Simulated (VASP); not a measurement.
# BaF2 (Fm-3m) in VASP: single point with PBE0

Aim: the single point of BaF2 with PBE0.

All numbers are computed with VASP 6.6.1; they aren't measurements. Logs are shortened: lines on timing, memory, paths and dates and some standing lists are left out, and cuts for length are marked.

### 1 The crystal as given

The structure is cubic, space group Fm-3m (No. 225). The conventional cell has a = 6.176 Å, b = 6.176 Å, c = 6.176 Å, α = 90.00°, β = 90.00°, γ = 90.00°. Ba (site symmetry m-3m) is surrounded by 8 F at 2.67 Å. F (site symmetry -43m) has 4 Ba at 2.67 Å as nearest neighbours.

The cell comes from a database or a generator and needn't be the stable form of this composition.

### 2 Single point, PBE0

POSCAR

```
BaF2
1.0
    0.0000000000      3.0878000000      3.0878000000
    3.0878000000      0.0000000000      3.0878000000
    3.0878000000      3.0878000000      0.0000000000
Ba F
1 2
Direct
    0.0000000000      0.0000000000      0.0000000000
    0.2500000000      0.2500000000      0.2500000000
    0.7500000000      0.7500000000      0.7500000000
```

INCAR.step1

```
SYSTEM = BaF2
PREC = Accurate
ENCUT = 520
EDIFF = 1E-5
ISMEAR = 0
SIGMA = 0.02
LREAL = .False.
LASPH = .True.
NELM = 60
ALGO = Normal
ISIF = 2
LWAVE = .True.
LCHARG = .False.
NBANDS = 19
GGA = PE
```

INCAR.step2

```
SYSTEM = BaF2
PREC = Accurate
ENCUT = 520
EDIFF = 1E-6
ISMEAR = 0
SIGMA = 0.02
LREAL = .False.
LASPH = .True.
NELM = 60
ALGO = Normal
ISIF = 2
LWAVE = .False.
LCHARG = .False.
GGA = PE
LHFCALC = .True.
AEXX = 0.25
PRECFOCK = Fast
HFRCUT = -1
NBANDS = 19
ISTART = 1
```

KPOINTS

```
regular mesh
0
Gamma
  6 6 6
  0 0 0
```

Potentials or basis: VASP PAW PBE potentials, release 64 (Ba_sv, F).

On the command line:

```bash
$ cat potpaw_PBE.64/Ba_sv/POTCAR potpaw_PBE.64/F/POTCAR > POTCAR
$ cp INCAR.step1 INCAR
$ mpirun -np 1 vasp_std > vasp.out
$ cp INCAR.step2 INCAR
$ mpirun -np 1 vasp_std > vasp.out
```

OUTCAR:

```text
SYSTEM = BaF2
   PREC = Accurate
   ENCUT = 520
   EDIFF = 1E-6
   ISMEAR = 0
   LREAL = .False.
   LASPH = .True.
   NELM = 60
   ISIF = 2
   GGA = PE
   LHFCALC = .True.
   AEXX = 0.25
   PRECFOCK = Fast
   ISTART = 1

 ion  position               nearest neighbor table
   1  0.000  0.000  0.000-   3 2.67   3 2.67   3 2.67   2 2.67   3 2.67   2 2.67   2 2.67   2 2.67

   2  0.250  0.250  0.250-   1 2.67   1 2.67   1 2.67   1 2.67
   3  0.750  0.750  0.750-   1 2.67   1 2.67   1 2.67   1 2.67

  LATTYP: Found a face centered cubic cell.
 ALAT       =     6.1756000000

  Lattice vectors:

 A1 = (   0.0000000000,   3.0878000000,   3.0878000000)
 A2 = (   3.0878000000,   0.0000000000,   3.0878000000)
 A3 = (   3.0878000000,   3.0878000000,   0.0000000000)

Analysis of symmetry for initial positions (statically):
=====================================================================
 Subroutine PRICEL returns:
 Original cell was already a primitive cell.

 Routine SETGRP: Setting up the symmetry group for a
 face centered cubic supercell.

 Subroutine GETGRP returns: Found 48 space group operations
 (whereof 48 operations were pure point group operations)
 out of a pool of 48 trial point group operations.

The static configuration has the point symmetry O_h .

Analysis of symmetry for dynamics (positions and initial velocities):
=====================================================================
 Subroutine PRICEL returns:
 Original cell was already a primitive cell.

 Routine SETGRP: Setting up the symmetry group for a
 face centered cubic supercell.

 Subroutine GETGRP returns: Found 48 space group operations
 (whereof 48 operations were pure point group operations)
 out of a pool of 48 trial point group operations.

The dynamic configuration has the point symmetry O_h .

 Subroutine INISYM returns: Found 48 space group operations
 (whereof 48 operations are pure point group operations),
 and found     1 'primitive' translations

----------------------------------------------------------------------------------------

                                     Primitive cell

  volume of cell :      58.8813

  direct lattice vectors                    reciprocal lattice vectors
     0.000000000  3.087800000  3.087800000    -0.161927586  0.161927586  0.161927586
     3.087800000  0.000000000  3.087800000     0.161927586 -0.161927586  0.161927586
     3.087800000  3.087800000  0.000000000     0.161927586  0.161927586 -0.161927586

  length of vectors
     4.366808638  4.366808638  4.366808638     0.280466806  0.280466806  0.280466806

  position of ions in fractional coordinates (direct lattice)
     0.000000000  0.000000000  0.000000000
     0.250000000  0.250000000  0.250000000
     0.750000000  0.750000000  0.750000000

  ion indices of the primitive-cell ions
   primitive index   ion index
                 1           1
                 2           2
                 3           3

----------------------------------------------------------------------------------------

 KPOINTS: regular mesh

Automatic generation of k-mesh.
 Grid dimensions read from file:
 generate k-points for:    6    6    6

 Generating k-lattice:

  Cartesian coordinates                     Fractional coordinates (reciprocal lattice)
    -0.026987931  0.026987931  0.026987931     0.166666667  0.000000000  0.000000000
     0.026987931 -0.026987931  0.026987931     0.000000000  0.166666667  0.000000000
     0.026987931  0.026987931 -0.026987931     0.000000000  0.000000000  0.166666667

  Length of vectors
     0.046744468  0.046744468  0.046744468

  Shift w.r.t. Gamma in fractional coordinates (k-lattice)
     0.000000000  0.000000000  0.000000000

 Subroutine IBZKPT returns following result:
 ===========================================

 Found     16 irreducible k-points:

 Following reciprocal coordinates:
            Coordinates               Weight
  0.000000  0.000000  0.000000      1.000000
  0.166667  0.000000  0.000000      8.000000
  0.333333  0.000000  0.000000      8.000000
  0.500000  0.000000  0.000000      4.000000
  0.166667  0.166667  0.000000      6.000000
  0.333333  0.166667  0.000000     24.000000
[... 8 lines left out ...]
 -0.333333  0.333333  0.166667     24.000000
 -0.333333  0.500000  0.166667     12.000000
   k-points           NKPTS =     16   k-points in BZ     NKDIM =    216   number of bands    NBANDS=     19
   number of dos      NEDOS =    301   number of ions     NIONS =      3
   total plane-waves  NPLWV =  32768
   dimension x,y,z NGX =    32 NGY =   32 NGZ =   32
   dimension x,y,z NGXF=    64 NGYF=   64 NGZF=   64
   ions per type =               1   2
   NGX,Y,Z   is equivalent  to a cutoff of  12.18, 12.18, 12.18 a.u.
   NGXF,Y,Z  is equivalent  to a cutoff of  24.37, 24.37, 24.37 a.u.
 SYSTEM =  BaF2
   PREC   = accura    normal or accurate (medium, high low for compatibility)
   ISTART =      1    job   : 0-new  1-cont  2-samecut
   ICHARG =      0    charge: 1-file 2-atom 10-const
   ISPIN  =      1    spin polarized calculation?
   LNONCOLLINEAR =      F non collinear calculations
   LSORBIT =      F    spin-orbit coupling
   LASPH  =      T    aspherical Exc in radial PAW
   ENCUT  =  520.0 eV  38.22 Ry    6.18 a.u.   8.12  8.12  8.12*2*pi/ulx,y,z
   NELM   =     60;   NELMIN=  2; NELMDL=  0     # of ELM steps
   EDIFF  = 0.1E-05   stopping-criterion for ELM
   LREAL  =      F    real-space projection
   EDIFFG = 0.1E-04   stopping-criterion for IOM
   NSW    =      0    number of steps for IOM
   IBRION =     -1    ionic relax: 0-MD 1-quasi-New 2-CG
   NFREE  =      0    steps in history (QN), initial steepest desc. (CG)
   ISIF   =      2    stress and relaxation
   ISYM   =      3    0-nonsym 1-usesym 2-fastsym
   POTIM  = 0.5000    time-step for ionic-motion
   TEBEG  =    0.0;   TEEND  =   0.0 temperature during run
   PSTRESS=    0.0 pullay stress
   NELECT =      24.0000    total number of electrons
   NUPDOWN=      -1.0000    fix difference up-down
   EMIN   =  10.00;   EMAX   =-10.00  energy-range for DOS
   EFERMI =   0.00;   METHOD = LEGACY
   ISMEAR =     0;   SIGMA  =   0.02  broadening in eV -4-tet -1-fermi 0-gaus
   EFERMI_NEDOS =   21; number of points for ismear=-14 and -15
   IALGO  =     38    algorithm
   IMIX   =      1    mixing-type and parameters
     AMIX     =   0.40;   BMIX     =  1.00
     AMIX_MAG =   1.60;   BMIX_MAG =  1.00
  volume/ion in A,a.u.               =      19.63       132.45
  Fermi-wavevector in a.u.,A,eV,Ry     =   1.213816  2.293779 20.046124  1.473349
  Thomas-Fermi vector in A             =   2.349256
   LORBIT       =      0    0 simple, 1 ext, 2 COOP (PROOUT), +10 PAW based schemes
   GGA     = PE    functional components
   LHFCALC =     T    Hartree Fock is set to
   PRECFOCK=fast      Normal, Fast or Accurate (Low or Medium for compatibility)
   ENCUT4O =  -1.0   cutoff for four orbital integrals eV
   NKREDX  =     1    reduce k-point grid by
   NKREDY  =     1    reduce k-point grid by
   NKREDZ  =     1    reduce k-point grid by
   AEXX    =    0.2500 exact exchange contribution
   HFSCREEN=    0.0000 screening length (either q_TF or 0.3 A-1)
   HFSCREENC=   0.0000 screening length for correlation (either q_TF or 0.3 A-1)
   ENCUTFOCK=  -1.0 apply spherical cutoff to Coloumb kernel
   IVDW    =     0    specifies the selected vdW correction
   LEPSILON=     F    determine dielectric tensor
   LRPA    =     F    only Hartree local field effects (RPA)
 non-spin polarized calculation
 Gauss-broadening in eV      SIGMA  =   0.02
  energy-cutoff  :      520.00
  volume of cell :       58.88
 maximum number of plane-waves:      1600
  NGX = 18; NGY = 18; NGZ = 18

 number of electron      23.9999974 magnetization

 Free energy of the ion-electron system (eV)
  ---------------------------------------------------
  ext. energy  EPLUGINS =         0.00000000
  ---------------------------------------------------
  free energy    TOTEN  =       -21.09069930 eV

  energy without entropy =      -21.09069930  energy(sigma->0) =      -21.09069930

 E-fermi :  -3.7975     XC(G=0):  -6.8462

 val. band max:       -4.0055212582   @ k =  -0.1667   0.1667   0.0000
 cond. band min:       5.5227220463   @ k =   0.0000   0.0000   0.0000
 fundamental gap:      9.5282433045
 Fermi energy:        -3.7975144697

 k-point     1 :       0.0000    0.0000    0.0000
  band No.  band energies     occupation
      1     -28.0362      2.00000
      2     -24.5465      2.00000
      3     -24.3643      2.00000
      4     -11.6928      2.00000
      5     -11.6928      2.00000
      6     -11.6928      2.00000
[... 11 lines left out ...]
     18      10.5670      0.00000
     19      14.4063      0.00000

 k-point     2 :       0.1667    0.0000    0.0000
  band No.  band energies     occupation
      1     -27.9647      2.00000
      2     -24.5749      2.00000
      3     -24.4481      2.00000
      4     -11.7529      2.00000
      5     -11.7458      2.00000
      6     -11.7458      2.00000
[... 11 lines left out ...]
     18      10.5890      0.00000
     19      13.3385      0.00000

 k-point     3 :       0.3333    0.0000    0.0000
  band No.  band energies     occupation
      1     -27.8087      2.00000
      2     -24.6994      2.00000
      3     -24.5626      2.00000
      4     -11.8525      2.00000
      5     -11.8466      2.00000
      6     -11.8466      2.00000
[... 11 lines left out ...]
     18      10.6711      0.00000
     19      12.5297      0.00000

 k-point     4 :       0.5000    0.0000    0.0000
  band No.  band energies     occupation
      1     -27.7225      2.00000
      2     -24.7990      2.00000
      3     -24.5902      2.00000
      4     -11.8946      2.00000
      5     -11.8946      2.00000
      6     -11.8937      2.00000
[... 11 lines left out ...]
     18      10.7392      0.00000
     19      13.1212      0.00000

 k-point     5 :       0.1667    0.1667    0.0000
  band No.  band energies     occupation
      1     -27.9404      2.00000
      2     -24.5797      2.00000
      3     -24.4812      2.00000
      4     -11.8254      2.00000
      5     -11.8254      2.00000
      6     -11.6474      2.00000
[... 11 lines left out ...]
     18      10.6723      0.00000
     19      14.4785      0.00000

 k-point     6 :       0.3333    0.1667    0.0000
  band No.  band energies     occupation
      1     -27.8102      2.00000
      2     -24.6558      2.00000
      3     -24.6038      2.00000
      4     -11.9371      2.00000
      5     -11.9370      2.00000
      6     -11.6762      2.00000
[... 11 lines left out ...]
     18      10.8228      0.00000
     19      13.1399      0.00000

 k-point     7 :       0.5000    0.1667    0.0000
  band No.  band energies     occupation
      1     -27.6950      2.00000
      2     -24.7841      2.00000
      3     -24.6460      2.00000
      4     -11.9738      2.00000
      5     -11.9708      2.00000
      6     -11.7943      2.00000
[... 11 lines left out ...]
     18      11.1019      0.00000
     19      13.0292      0.00000

 k-point     8 :      -0.3333    0.1667    0.0000
  band No.  band energies     occupation
      1     -27.7246      2.00000
      2     -24.7458      2.00000
      3     -24.6412      2.00000
      4     -11.9114      2.00000
      5     -11.8974      2.00000
      6     -11.8860      2.00000
[... 80 lines left out ...]
 k-point    12 :      -0.3333    0.3333    0.0000
  band No.  band energies     occupation
      1     -27.6360      2.00000
      2     -24.7842      2.00000
      3     -24.7317      2.00000
      4     -12.0454      2.00000
      5     -12.0325      2.00000
      6     -11.7595      2.00000
[... 11 lines left out ...]
     18      12.4108      0.00000
     19      13.7892      0.00000

 k-point    13 :       0.5000    0.5000    0.0000
  band No.  band energies     occupation
      1     -27.6056      2.00000
      2     -24.8778      2.00000
      3     -24.6786      2.00000
      4     -12.1835      2.00000
      5     -12.1835      2.00000
      6     -11.4908      2.00000
[... 11 lines left out ...]
     18      11.9584      0.00000
     19      14.1100      0.00000

 k-point    14 :       0.5000    0.3333    0.1667
  band No.  band energies     occupation
      1     -27.6967      2.00000
      2     -24.7347      2.00000
      3     -24.6928      2.00000
      4     -12.0680      2.00000
      5     -11.9620      2.00000
      6     -11.7125      2.00000
[... 11 lines left out ...]
     18      11.5651      0.00000
     19      13.5537      0.00000

 k-point    15 :      -0.3333    0.3333    0.1667
  band No.  band energies     occupation
      1     -27.6360      2.00000
      2     -24.7847      2.00000
      3     -24.7313      2.00000
      4     -12.1308      2.00000
      5     -11.8537      2.00000
      6     -11.8530      2.00000
[... 11 lines left out ...]
     18      12.4416      0.00000
     19      13.2360      0.00000

 k-point    16 :      -0.3333    0.5000    0.1667
  band No.  band energies     occupation
      1     -27.6054      2.00000
      2     -24.8294      2.00000
      3     -24.7297      2.00000
      4     -12.1994      2.00000
      5     -12.0118      2.00000
      6     -11.6655      2.00000
[... 11 lines left out ...]
     18      13.6063      0.00000
     19      13.9481      0.00000

------------------------ aborting loop because EDIFF is reached ----------------------------------------

  FORCE on cell =-STRESS in cart. coord.  units (eV):
  Direction    XX          YY          ZZ          XY          YZ          ZX
  --------------------------------------------------------------------------------------
  -------------------------------------------------------------------------------------
  Total        0.6897876      0.6897876      0.6897876      0.0000000     -0.0000000      0.0000000
  in kB       18.7693177     18.7693177     18.7693177      0.0000000     -0.0000000      0.0000000
  external PRESSURE =      18.7693177 kB  Pullay stress =       0.0000000 kB

 VOLUME and BASIS-vectors are now :
 -----------------------------------------------------------------------------
  energy-cutoff  :      520.00
  volume of cell :       58.88
      direct lattice vectors                 reciprocal lattice vectors
     0.000000000  3.087800000  3.087800000    -0.161927586  0.161927586  0.161927586
     3.087800000  0.000000000  3.087800000     0.161927586 -0.161927586  0.161927586
     3.087800000  3.087800000  0.000000000     0.161927586  0.161927586 -0.161927586

 POSITION                                       TOTAL-FORCE (eV/Angst)
 -----------------------------------------------------------------------------------
      0.00000      0.00000      0.00000         0.000000      0.000000      0.000000
      1.54390      1.54390      1.54390        -0.000000     -0.000000     -0.000000
      4.63170      4.63170      4.63170         0.000000      0.000000      0.000000
 -----------------------------------------------------------------------------------
    total drift:                               -0.000000     -0.000000     -0.000000

  FREE ENERGIE OF THE ION-ELECTRON SYSTEM (eV)
  ---------------------------------------------------
  free  energy   TOTEN  =       -21.0906992983 eV

  energy  without entropy=      -21.0906992983  energy(sigma->0) =      -21.09069930
```

Run time: 35 min. Hardware: 1 thread of Intel Xeon Platinum 8488C (Sapphire Rapids), shared host; peak memory 0.21 GiB.

Results:

| Quantity | Value |
| --- | --- |
| Free energy | -21.0907 eV |
| Pressure | 1.9 GPa |
| Band gap on the k mesh | 9.53 eV, indirect (least direct gap 9.61 eV) |

Caveat: the PAW data sets were made with another functional, which shifts forces and pressure a little; spin-orbit coupling is left out, which moves the levels of the heavy elements. A k mesh can miss the band edges.
